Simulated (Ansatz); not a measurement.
# Structural relaxation of the unslipped end of a generalised stacking fault on (110) of a KCl-RbCl solid solution (80 atoms)

Wanted: the relaxed structure of the unslipped end of a generalised stacking fault on (110) of a KCl-RbCl solid solution (80 atoms) and its electronic structure.

Program: Ansatz 0.2.0. Level of theory: Kohn-Sham DFT, PBE, PAW (set soft_2), plane waves. Results are calculated unless marked as measured.

Most raw output is cut from this account.

## 1. The starting structure

The cell holds 80 atoms: 13 Rb, 40 Cl and 27 K. Cell: a = 7.339 Å, b = 10.379 Å, c = 26.049 Å, α = 90.0°, β = 90.0°, γ = 90.0°. It derives from KCl and RbCl. CsCl-type KCl lattice (a = 3.6697 Å, the value set for the mixture), cell with z along [110], 2 x 2 x 5 periods; the third cell vector is tilted by 0.000 of [001] and lengthened by 0.1 Å, so the stacking has no slip; displaced by a Gaussian of 0.01 Å; 13 of 40 K sites given to Rb at random (lattice constant by Vegard's rule between KCl and RbCl).

What the set-up can't give: Atoms were free to move along the slip, so the relaxation can undo part or all of it. The host structure and its lattice constant were typed by rule, without a check against the phase diagram.

## 2. Single point at the start

A single point comes first, to see the forces before anything moves.

input.yaml reads:

```yaml
crystal:
  lattice:
    - [7.3394, 0.0, 0.0]
    - [0.0, 10.37948, 0.0]
    - [0.0, 0.0, 26.0487]
  atoms:
    - { symbol: Rb, position: [0.99915, 0.00092, 0.99566] }
    - { symbol: Cl, position: [0.24938, 0.00062, 0.09925] }
    - { symbol: K, position: [0.50061, 0.99894, 0.99608] }
    - { symbol: Cl, position: [0.75145, 0.9991, 0.09992] }
    - { symbol: K, position: [0.99762, 0.49869, 0.99572] }
    - { symbol: Cl, position: [0.25147, 0.49817, 0.09923] }
    - { symbol: K, position: [0.49741, 0.49943, 0.99551] }
    - { symbol: Cl, position: [0.75297, 0.49891, 0.09929] }
[... 68 atom lines left out ...]
    - { symbol: K, position: [0.00091, 0.74971, 0.89558] }
    - { symbol: Cl, position: [0.249, 0.74949, 0.99572] }
    - { symbol: Rb, position: [0.50161, 0.75033, 0.89632] }
    - { symbol: Cl, position: [0.7523, 0.75161, 0.99571] }
kpoints:
  mp_grid: { grid: [2, 1, 1] }
hamiltonian:
  xc: pbe
scf:
  occupations: { method: gaussian, width: 0.025 }
output:
  forces: true
  stress: true
  populations: true
  dos:
    method: { smearing: { sigma: 0.08 } }
    de: 0.1
    projected: { site_lists: { Cl: [Cl], K: [K], Rb: [Rb] } }
  eigenvalues: true
```

Run with:

```console
$ ansatz run input.yaml --threads 8 --pin off --max-ram 15872MiB --backend cpu --events-out ev --progress --plain --runs-dir out
```

Wall time 34 s (8 threads of Arm Neoverse V2, shared host); peak memory 6.8 GiB; 4.4 min of CPU time.

The run gave:

```yaml
free_energy: -127321.7716 eV
free_energy_per_atom: -1591.5221 eV/atom
scf_cycles: 6
pressure: 4.845 GPa
r_m_s_force_component: 0.1018 eV/Å
longest_force: 0.3584 eV/Å
fermi_energy: 6.466 eV
spacing_of_highest_filled_and_lowest_empty_level: 5.572 eV
spilling_of_the_projection: 0.004337
```

The r.m.s. force component of 0.10 eV/Å and the pressure of 4.8 GPa set the starting point.

Length of the force by element:

```csv
element,coordination,atoms,mean length of the force (eV/Å),spread,least,most
Cl,all,40,0.231,0.0642,0.123,0.358
K,all,27,0.0551,0.0282,0.0071,0.119
Rb,all,13,0.0684,0.0452,0.0237,0.189
```

## 3. Relaxation

The atoms are relaxed in the fixed cell, aiming at the force tolerance of the input.

input.yaml, the sections that differ from step 2:

```yaml
output:
  forces: true
relax:
  f_tol: 0.05
  max_steps: 98
# crystal, kpoints, hamiltonian, scf: as in step 2
```

Run time: 43 s. Hardware: 8 threads; peak memory 6.8 GiB.

Step by step:

```csv
step,energy less that of the first step (eV),largest force component (eV/Å)
1,0.0000,0.3002
2,-0.3008,0.1148
3,-0.3347,0.0109
```

The atoms that moved most (Å):

```csv
atom,dx,dy,dz,length
Cl70,-0.036,-0.044,0.131,0.143
Cl80,-0.020,-0.049,0.094,0.108
Cl72,0.010,-0.022,0.101,0.104
Cl78,0.012,-0.028,0.094,0.098
Cl60,-0.029,-0.070,0.060,0.097
Cl16,0.043,0.039,-0.073,0.093
K7,0.019,0.002,0.087,0.089
Cl26,0.032,0.058,-0.059,0.089
```

The relaxation changed the energy by -4.18 meV/atom, and atoms moved by 0.06 Å r.m.s., 0.14 Å at most.

## 4. Structure statistics after relaxation

Bonds before and after, by the cutoffs listed below:

```csv
pair,bonds before,bonds after,mean before (Å),mean after (Å),spread before (Å),spread after (Å)
Cl-K,216,216,3.183,3.168,0.024,0.024
Cl-Rb,104,104,3.181,3.212,0.020,0.016
```

Density 3.00 g/cm³, 24.80 Å³ an atom.

g(r), total and by pair (bins of 0.2 Å):

```csv
r (Å),total,Cl-Cl,Cl-K,Cl-Rb,K-K,K-Rb,Rb-Rb
3.10,5.35,0.00,14.20,3.46,0.00,0.00,0.00
3.30,2.44,0.00,1.54,11.80,0.00,0.00,0.00
3.50,0.23,0.93,0.00,0.00,0.00,0.00,0.00
3.70,4.12,7.73,0.00,0.00,8.51,9.29,7.62
3.90,0.03,0.14,0.00,0.00,0.00,0.00,0.00
4.10,0.00,0.00,0.00,0.00,0.00,0.00,0.00
4.30,0.00,0.00,0.00,0.00,0.00,0.00,0.00
4.50,0.00,0.00,0.00,0.00,0.00,0.00,0.00
4.70,0.00,0.00,0.00,0.00,0.00,0.00,0.00
4.90,0.00,0.00,0.00,0.00,0.00,0.00,0.00
5.10,2.58,4.69,0.00,0.00,6.40,5.65,2.44
5.30,1.81,4.09,0.00,0.00,2.38,3.21,6.15
5.50,0.00,0.00,0.00,0.00,0.00,0.00,0.00
5.70,0.00,0.00,0.00,0.00,0.00,0.00,0.00
5.90,0.00,0.00,0.00,0.00,0.00,0.00,0.00
6.10,6.37,0.00,12.75,12.77,0.00,0.00,0.00
6.30,1.65,2.85,0.04,0.00,3.33,4.77,0.92
6.50,0.31,1.04,0.00,0.00,0.10,0.11,0.91
6.70,0.00,0.00,0.00,0.00,0.00,0.00,0.00
6.90,0.00,0.00,0.00,0.00,0.00,0.00,0.00
7.10,0.00,0.00,0.00,0.00,0.00,0.00,0.00
7.30,1.04,1.95,0.00,0.00,2.62,1.33,4.00
7.50,0.06,0.25,0.00,0.00,0.00,0.00,0.00
7.70,0.00,0.00,0.00,0.00,0.00,0.00,0.00
7.90,1.63,0.00,2.97,3.88,0.00,0.00,0.00
```

Bonds by pair of elements; cutoffs follow the first minimum of g(r), held within bounds set by covalent radii, and pairs that aren't listed don't count as bonded:

```csv
pair A-B,cutoff (Å),bonds,mean length (Å),spread (Å),shortest (Å),B about A,A about B
Cl-K,3.62,216,3.17,0.024,3.12,5.4,8
Cl-Rb,3.62,104,3.21,0.016,3.18,2.6,8
```

How many atoms have how many bonded neighbours:

```csv
element,mean,8
Cl,8,40
K,8,27
Rb,8,13
```

Bond angles, per cent of each kind in bins of 5°:

```csv
angle (°),Cl-K-Cl,K-Cl-Rb,K-Cl-K,Cl-Rb-Cl,Rb-Cl-Rb
65–70,13.9,13.0,0.4,13.2,37.3
70–75,29.0,29.8,42.5,29.7,5.9
75–80,0.0,0.0,0.0,0.0,0.0
80–85,0.0,0.0,0.0,0.0,0.0
85–90,0.0,0.0,0.0,0.0,0.0
90–95,0.0,0.0,0.0,0.0,0.0
95–100,0.0,0.0,0.0,0.0,0.0
100–105,0.0,0.0,0.0,0.0,0.0
105–110,27.6,34.2,23.1,28.8,47.1
110–115,15.2,6.3,21.1,14.0,2.0
115–120,0.0,0.0,0.0,0.0,0.0
120–125,0.0,0.0,0.0,0.0,0.0
125–130,0.0,0.0,0.0,0.0,0.0
130–135,0.0,0.0,0.0,0.0,0.0
135–140,0.0,0.0,0.0,0.0,0.0
140–145,0.0,0.0,0.0,0.0,0.0
145–150,0.0,0.0,0.0,0.0,0.0
150–155,0.0,0.0,0.0,0.0,0.0
155–160,0.0,0.0,0.0,0.0,0.0
160–165,0.0,0.0,0.0,0.0,0.0
165–170,0.0,0.0,0.0,0.0,0.0
170–175,0.0,0.0,0.0,0.0,0.0
175–180,14.3,16.8,13.0,14.3,7.8
```

Bond angles (no mean is given where the spread exceeds 20°):

```csv
angle,count,mean (°),spread (°)
Cl-K-Cl,756,-,-
K-Cl-Rb,524,-,-
K-Cl-K,494,-,-
Cl-Rb-Cl,364,-,-
Rb-Cl-Rb,102,-,-
```

By these cutoffs all Cl atoms have 8, all K atoms have 8 and all Rb atoms have 8 bonded neighbours.

## 5. Single point at the relaxed geometry

One more single point at the end of the walk gives the fuller output and checks the residual forces.

input.yaml reads:

```yaml
crystal:
  lattice:
    - [7.3394, 0.0, 0.0]
    - [0.0, 10.37948, 0.0]
    - [0.0, 0.0, 26.0487]
  atoms:
    - { symbol: Rb, position: [0.00012, 0.99976, 0.99747] }
    - { symbol: Cl, position: [0.24778, 0.99715, 0.09757] }
    - { symbol: K, position: [0.5001, 0.99981, 0.998] }
    - { symbol: Cl, position: [0.75282, 0.99713, 0.0976] }
    [... 70 atom lines left out ...]
    - { symbol: K, position: [0.50008, 0.24943, 0.89879] }
    - { symbol: Cl, position: [0.74969, 0.25245, 0.99718] }
    - { symbol: K, position: [0.00015, 0.75045, 0.8989] }
    - { symbol: Cl, position: [0.25057, 0.74681, 0.99932] }
    - { symbol: Rb, position: [0.50013, 0.74979, 0.89887] }
    - { symbol: Cl, position: [0.7496, 0.74685, 0.99933] }
kpoints:
  mp_grid: { grid: [2, 1, 1] }
hamiltonian:
  xc: pbe
scf:
  occupations: { method: gaussian, width: 0.025 }
output:
  forces: true
  stress: true
  populations: true
  dos:
    method: { smearing: { sigma: 0.1 } }
    de: 0.1
    projected: { site_lists: { Cl: [Cl], K: [K], Rb: [Rb] } }
  eigenvalues: true
  write_density: true
  write_potential: true
  volumetric_format: npy
```

It took 36 s on 8 threads; peak memory 6.8 GiB.

Read from the output:

| Quantity | Value |
| --- | --- |
| free energy | -127322.1063 eV |
| free energy per atom | -1591.5263 eV/atom |
| SCF cycles | 6 |
| pressure | 4.754 GPa |
| r.m.s. force component | 0.00302 eV/Å |
| longest force | 0.01083 eV/Å |
| Fermi energy | 6.477 eV |
| gap (highest filled to lowest empty level) | 5.586 eV |
| spilling of the projection | 0.004333 |

Löwdin charges by element (they lack the spilled electrons, 0.035 e an atom on average):

```csv
element,coordination,atoms,mean charge (e),spread,least,most
Cl,all,40,-0.699,5.0e-4,-0.700,-0.698
K,all,27,0.754,0.0055,0.743,0.762
Rb,all,13,0.798,0.0052,0.788,0.805
```

States in the cell by windows of 1 eV, zero at the Fermi level; the larger projections on atomic orbitals stand beside the total:

```csv
from (eV),to (eV),total,Cl p,K s,Rb p,K p
-14,-13,65.2,0.3,0.0,0.1,60.8
-13,-12,0.0,0.0,0.0,0.0,0.0
-12,-11,74.3,1.3,0.1,71.5,0.3
-11,-10,3.7,0.0,0.0,3.6,0.0
-10,-6,0.0,0.0,0.0,0.0,0.0
-6,-5,0.4,0.3,0.0,0.0,0.0
-5,-4,85.3,79.2,2.5,0.7,0.7
-4,-3,136.5,131.9,0.8,0.9,0.6
-3,-2,17.9,17.7,0.0,0.0,0.0
-2,2,0.0,0.0,0.0,0.0,0.0
2,3,1.0,0.0,0.5,0.0,0.0
3,4,16.4,0.2,3.7,0.0,0.0
4,5,63.3,1.5,11.8,0.1,0.1
```

Between -26 and -14 eV lie 177 more states.

The stored curve holds about 560 of the 640 electrons; the rest, give or take the few that broadening carries across the Fermi level, lie in deeper levels below its range.

The levels nearest the highest filled one (over half full), pooled over k-points and spins:

```csv
level less the highest filled one (eV),occupation
-0.0746,2
-0.0647,2
-0.0594,2
-0.054,2
-0.0469,2
0,2
5.59,0
6.09,0
6.11,0
6.21,0
6.22,0
6.24,0
```

Valence density in the ca plane at fractional y = 0.000, with atoms of Rb and Cl and K within 0.2 Å of it. It is the smooth field of the valence electrons, not physical close to the nuclei.

Ten even steps from '0' (0.0 e/Å³) to '9' (4.2 e/Å³), each cell a mean:
```
44200000000037972000000000144441000000000389
32100000000013431000000000023320000000000134
10000122100000100001222100001100001221000001
00000233310000000002333200000000002333100000
00001320320000000002303310000000013213200000
00001332320000000002323200000000013323200000
00000133210000000001232100000000001332100000
21000001000012221000010000012210000110000022
74100000000024442000000000134431000000000267
97200000000134343000000000243341000000001499
96100000000034443000000000244441000000000389
42000000000013431000000000124320000000000135
00000112100001110000121000001100001221000001
00000233310000000001333200000000012333100000
00001321320000000002303310000000013203200000
00001332320000000002323310000000013323200000
00000133210000000001333100000000001332100000
21000011000002210000111000012210000110000022
43100000000026752000000000134431000000000267
34200000000048983000000000243342000000001499
```
Columns run along c (16.0 Å, from fractional 0.00 to 0.61 of the cell), rows up along a (7.3 Å). Atoms in or near the plane, at fractional coordinates: Cl at (0.10, 0.25), Cl at (0.10, 0.75), K at (0.20, 0.00), Cl at (0.30, 0.24), Rb at (0.20, 0.50), Cl at (0.30, 0.76), Rb at (0.40, 0.00), Cl at (0.50, 0.25), Rb at (0.40, 0.50), Cl at (0.50, 0.75), K at (0.60, 0.00), K at (0.60, 0.50).

Electrostatic potential energy in the ca plane at fractional y = 0.000, with atoms of Rb and Cl and K within 0.2 Å of it. With pseudopotentials it is smooth inside the atoms' cores, unlike the true potential.

Ten even steps from '0' (-52 eV) to '9' (10 eV), each cell a mean:
```
00048999999996212589999999973114899999999710
31379999999998545799999999986447899999999862
87889998779999888999987799998888999877899987
99999984237999999999842369999999998522589999
99999961015999999999720149999999997300389999
99999962015999999999720149999999998311489999
88899985458999999999853479999999999744799999
54689999899998766899998899997668999999999986
00168999999997323689999999974225899999999852
00048999999986211489999999973113799999999731
00058999999996212589999999973114899999999841
22479999999998545799999999986447899999999874
77899997679999888999976789998888999877899988
99999973126999999999731259999999998522589999
99999961014999999999620048999999997300389999
99999972125999999999731159999999998311489999
88899986458999989999975589999889999744799998
54689999999998767899999999997668999988999875
00168999999997423689999999974225899999999730
00038999999985211489999999963113799999999610
```
Columns run along c (16.0 Å, from fractional 0.39 to 1.00 of the cell; values clipped at the 3rd and 97th percentile), rows up along a (7.3 Å). Atoms in or near the plane, at fractional coordinates: Rb at (0.00, 0.00), K at (0.00, 0.50), Rb at (0.40, 0.00), Cl at (0.50, 0.25), Rb at (0.40, 0.50), Cl at (0.50, 0.75), K at (0.60, 0.00), Cl at (0.70, 0.26), K at (0.60, 0.50), Cl at (0.70, 0.74), K at (0.80, 0.00), Cl at (0.90, 0.25), K at (0.80, 0.50), Cl at (0.90, 0.75).

Mean Löwdin charges: Cl -0.70, K +0.75, Rb +0.80 e (they miss 0.43 % of the electrons, so they add up to more than the cell's charge).

The surroundings of Cl50, picked at random, nearest first, numbered as they follow in the input and with coordinates relative to it.

```csv
atom,x,y,z,distance (Å),bonds,Löwdin charge (e)
Cl50,0.00,0.00,0.00,0.00,8,-0.70
K45,-1.83,2.56,0.04,3.15,8,0.75
K47,1.84,2.56,0.04,3.15,8,0.76
K49,-1.83,-0.03,-2.57,3.15,8,0.76
K51,1.84,-0.04,-2.58,3.17,8,0.75
K53,-1.83,-2.62,0.01,3.20,8,0.74
Rb55,1.84,-2.62,0.00,3.20,8,0.80
Rb65,-1.83,-0.01,2.63,3.20,8,0.80
K67,1.84,-0.02,2.63,3.21,8,0.75
```

The column of bonds counts only the pairs Cl-K within 3.62 Å, Cl-Rb within 3.62 Å; other neighbours, such as metal atoms beside each other in a compound, aren't counted, and periodic images can show an atom twice.

## 6. Outcome

```
energy change in the relaxation                  : -4.184 meV/atom
r.m.s. displacement                              : 0.06 Å
largest displacement                             : 0.143 Å
free energy per atom                             : -1591.5263 eV/atom
density                                          : 3 g/cm³
pressure                                         : 4.754 GPa
r.m.s. force component                           : 0.00302 eV/Å
gap (highest filled to lowest empty level) : 5.586 eV
wall time of the 3 DFT runs                      : 1.9 min
```

**Reading.** Relaxation lowers the energy by 4.18 meV/atom and moves atoms by 0.06 Å r.m.s.; the r.m.s. force component goes from 0.10 to 0.0030 eV/Å, the pressure goes from 4.8 to 4.8 GPa, and the gap from 5.57 to 5.59 eV. By the final cutoffs no bond was broken or made. From the first step to the last the energy fell by 0.335 eV, and the largest move was 0.14 Å (Cl70). The Cl-Rb bonds change most in mean length: from 3.181 Å (spread 0.020) to 3.212 Å (spread 0.016). With the cutoffs above, all Cl atoms have 8, all K atoms have 8 and all Rb atoms have 8 bonded neighbours. Between filled and empty levels lie 5.59 eV on the run's k-points; the mesh holds the band edges only if they fold onto it, so the gap at this level can be narrower or closed, while semilocal functionals tend to narrow gaps against experiment.

Caveats: Atoms were free to move along the slip, so the relaxation can undo part or all of it. The pressure of 4.8 GPa says that the cell would expand at this level of theory.

[Logs are printed without paths, hosts, clocks, repeated set-up lines and the standing remarks that a program may print on its own settings, such as how far it seeks lower states.]

[Hosts, paths, dates, database ids (printed as entryN), source tags and the programs' standing remarks are cut or masked in the printed files.]
